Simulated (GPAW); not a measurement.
# Pt (Fm-3m) in GPAW: notebook, part 2 of 2

GPAW 26.7.0. The steps go on from the part before.

### Step 4. Optical spectrum, PBE

This run uses another cell than the first one, of 15.08 Å³/atom, 1.042 times its volume.

Contents of run.py:

```python
from ase import Atoms
from ase.dft.bandgap import bandgap
from ase.io import write
from gpaw import GPAW, PW
from gpaw.response.df import DielectricFunction

atoms = Atoms(['Pt'],
              cell=[[0.0, 1.9609, 1.9609],
                    [1.9609, 0.0, 1.9609],
                    [1.9609, 1.9609, 0.0]],
              scaled_positions=[[0.0, 0.0, 0.0]],
              pbc=True)

calc = GPAW(mode=PW(400),
            xc='PBE',
            kpts={'size': (9, 9, 9), 'gamma': True},
            occupations={'name': 'fermi-dirac', 'width': 0.05},
            nbands=17,
            convergence={'density': 1e-06},
            maxiter=150,
            txt='gpaw.txt')
atoms.calc = calc
energy = atoms.get_potential_energy()
calc.write('gs.gpw')
write('result.traj', atoms)
print(f'Energy: {energy:.6f} eV')
print('Fermi level:', round(calc.get_fermi_level(), 4), 'eV')
print(f'Gap: {bandgap(calc)[0]:.4f} eV, direct: {bandgap(calc, direct=True)[0]:.4f} eV')

dense = calc.fixed_density(kpts={'size': (29, 29, 29), 'gamma': True},
                           nbands=24, convergence={'bands': 18, 'eigenstates': 1e-7},
                           update_fermi_level=True, txt='dense.txt')
dense.write('dense.gpw', mode='all')

df = DielectricFunction('dense.gpw', frequencies={'type': 'nonlinear', 'domega0': 0.05, 'omega2': 10},
                        eta=0.1, ecut=50, nbands=18, rate='eta', txt='df.txt')
for direction in ['x']:
    df.get_dielectric_function(xc='RPA', direction=direction, filename=f'df_{direction}.csv')
```

Potentials or basis: GPAW PAW data sets (gpaw-data 1.2.1), pw.

Command:

```console
$ OMP_NUM_THREADS=1 python run.py
```

gpaw.txt:

```text
__  _  _
 | _ |_)|_||  |
 |__||  | ||/\| - 26.7.0

Input parameters:
  mode=PW(ecut=400.0),
  convergence={'density': 1e-06},
  kpts=MonkhorstPack(size=(9, 9, 9), gamma=True),
  maxiter=150,
  nbands=17,
  occupations=Occupations(name='fermi-dirac', width=0.05),
  xc=XC(name='PBE')

Diagonalizing LCAO Hamiltonian
Converting LCAO to pw mode

       Pt

Atoms  # Å, Bohr magnetons
|   | symbol |        x |        y |        z |    initial magnetic moments |
|---|--------|----------|----------|----------|-----------------------------|
| 0 |     Pt | 0.000000 | 0.000000 | 0.000000 | ( 0.0000,  0.0000,  0.0000) |

Unit cell  # Å
| periodic |        x |        y |        z |  lengths |    angles |
|----------|----------|----------|----------|----------|-----------|
|      yes | 0.000000 | 1.960900 | 1.960900 | 2.773131 | 60.000000 |
|      yes | 1.960900 | 0.000000 | 1.960900 | 2.773131 | 60.000000 |
|      yes | 1.960900 | 1.960900 | 0.000000 | 2.773131 | 60.000000 |

Number of symmetries: 48
Symmetry operations  # r_c * U_cc + t_c -> r_c
|    | kind |            matrix            |
|----|------|------------------------------|
|  0 |  σ   |  1, 0, 0,  1, 0,-1,  1,-1, 0 |
|  1 |  C2  |  1, 0, 0,  1,-1, 0,  1, 0,-1 |
|  2 |  E   |  1, 0, 0,  0, 1, 0,  0, 0, 1 |
|  3 |  σ   |  1, 0, 0,  0, 0, 1,  0, 1, 0 |
|  4 |  C4  |  1, 0,-1,  1, 0, 0,  1,-1, 0 |
|  5 |  S6  |  1, 0,-1,  1,-1, 0,  1, 0, 0 |
|  6 |  σ   |  1, 0,-1,  0, 1,-1,  0, 0,-1 |
|  7 |  C3  |  1, 0,-1,  0, 0,-1,  0, 1,-1 |
|  8 |  S6  |  1,-1, 0,  1, 0, 0,  1, 0,-1 |
|  9 |  C4  |  1,-1, 0,  1, 0,-1,  1, 0, 0 |
| 10 |  C3  |  1,-1, 0,  0,-1, 1,  0,-1, 0 |
| 11 |  σ   |  1,-1, 0,  0,-1, 0,  0,-1, 1 |
[... 119 lines left out ...]
  Maximum mixing coefficient: 0.75
  Old densities: 10
  SVD Regularization: 0.005
  Good broyden scale: 1.0
  Trust region scale: 1.0
  Backstep threshold: 4.0
  History deletion threshold: 6.0
  Fourier metric: weight=20.0, sigma=0.015

occupation numbers:
  Fermi-Dirac:
    width: 0.0500  # eV

poisson solver:
  ecut: 3200.0  # eV

xc functional:
  name: PBE with 2 nearest neighbor stencil

convergence criteria:
- Maximum integral of absolute [dens]ity change: 1e-06 electrons / valence electron
- Maximum [total energy] change in last 3 cyles: 0.0005 eV / valence electron
- Maximum integral of absolute [eigenst]ate change: 4e-08 eV^2 / valence electron
maximum number of iterations: 150

SCF iterations
|iter     | |      energy | eigst |  dens |
|---------|-|-------------|-------|-------|
|iter:   1| |   -6.845321 | -0.08 |       |
|iter:   2| |   -6.758915 | -3.06 | -1.20 |
|iter:   3| |   -6.424056 | -2.42 | -1.25 |
|iter:   4| |   -6.420879 | -3.72 | -2.16 |
|iter:   5| |   -6.420674c| -3.64 | -2.54 |
|iter:   6| |   -6.420676c| -6.12 | -3.65 |
|iter:   7| |   -6.420677c| -6.52 | -3.82 |
|iter:   8| |   -6.420677c| -7.68c| -5.01 |
|iter:   9| |   -6.420677c| -8.19c| -5.55 |
|iter:  10| |   -6.420677c| -9.04c| -6.63c|

Converged in 10 steps
Energy contributions relative to reference atoms: (reference = -500375.362767)

Energy contributions:
  Kinetic:          -3.952153
  Coulomb:           2.373314
  Zero:             -0.522955
  External:          0.000000
  Xc:               -4.312982
  Entropy:          -0.011802
  Spinorbit:         0.000000
  ----------------------------
  Free energy:      -6.426578
  Extrapolated:     -6.420677

dipole moment: (-13.395893, -13.395893, -13.395893)  # |e|*Ang

Fermi level: 12.144
Eigenvalues  # (at kpt = [0.000, 0.000, 0.000])
| band index |      eig [eV] | occ [0-2] |
|------------|---------------|-----------|
|          0 |       -40.439 |     2.000 |
|          1 |       -40.439 |     2.000 |
|          2 |       -40.439 |     2.000 |
|          3 |         2.029 |     2.000 |
|          4 |         8.371 |     2.000 |
|          5 |         8.371 |     2.000 |
[... 9 lines left out ...]
|         15 |        43.960 |     0.000 |
|         16 |        43.960 |     0.000 |

No gap
No difference between direct/indirect transitions
# Writing to gs.gpw (mode='')
```

Run time: 85 s. Hardware: 1 thread of Arm Neoverse V2, shared host; peak memory 0.36 GiB.

Results:

```
Free energy            : -6.4266 eV
Band gap on the k mesh : none (metal or under the smearing width)
```

Dielectric function (mean over the directions given):
| energy (eV) | real part | imaginary part |
| --- | --- | --- |
| 0.67 | -112.72 | 102.37 |
| 1.26 | -37.63 | 40.62 |
| 1.89 | -19.84 | 21.43 |
| 2.54 | -12.33 | 13.08 |
| 3.17 | -7.51 | 8.93 |
| 3.76 | -6.95 | 7.07 |
| 4.44 | -4.11 | 5.25 |
| 5.01 | -2.58 | 4.57 |
| 5.68 | -1.59 | 3.47 |
| 6.31 | 0.30 | 3.31 |
| 6.87 | 1.13 | 3.94 |
| 7.55 | 0.14 | 4.40 |
| 8.16 | 0.32 | 4.55 |
| 8.80 | -0.01 | 4.62 |
| 9.47 | -0.63 | 4.45 |
| 10.16 | -1.15 | 3.49 |
| 10.78 | -0.86 | 2.86 |
| 11.41 | -0.55 | 2.42 |
| 12.08 | -0.67 | 2.30 |
| 12.65 | -0.33 | 1.97 |
| 13.36 | -0.12 | 1.97 |
| 13.97 | -0.08 | 1.85 |
| 14.61 | -0.09 | 1.76 |
| 15.26 | -0.02 | 1.56 |
| 15.94 | -0.03 | 1.40 |
| 16.64 | 0.20 | 1.32 |
| 17.36 | 0.43 | 1.26 |
| 18.12 | 0.81 | 1.33 |
| 18.90 | 0.68 | 2.06 |
| 19.87 | 0.18 | 2.32 |

Caveat: the intraband term hangs on this k mesh; the long-wavelength limit can be off by several per cent where d states take part; independent-particle spectra lack excitons. Spin-orbit coupling is left out, which matters for the levels of Pt.

### Step 5. The runs side by side

| cell | gap on the mesh (eV) |
| --- | --- |
| Fm-3m, 14.48 Å³/atom | none |
| Fm-3m, 14.78 Å³/atom | none |
| Fm-3m, 15.08 Å³/atom | none |

Alike in all rows: task optical spectrum; level PBE; potentials or basis GPAW PAW data sets (gpaw-data 1.2.1), pw; no spin polarisation; k mesh 9 × 9 × 9; cutoff (eV) 400; smearing fermi-dirac 0.05 eV.

Every run on the cell as given and a fine mesh finds a metal.

Caveats: the intraband term hangs on this k mesh; the long-wavelength limit can be off by several per cent where d states take part; independent-particle spectra lack excitons.

Total energies depend on the potentials used, so only differences within one code and one set of settings carry meaning.
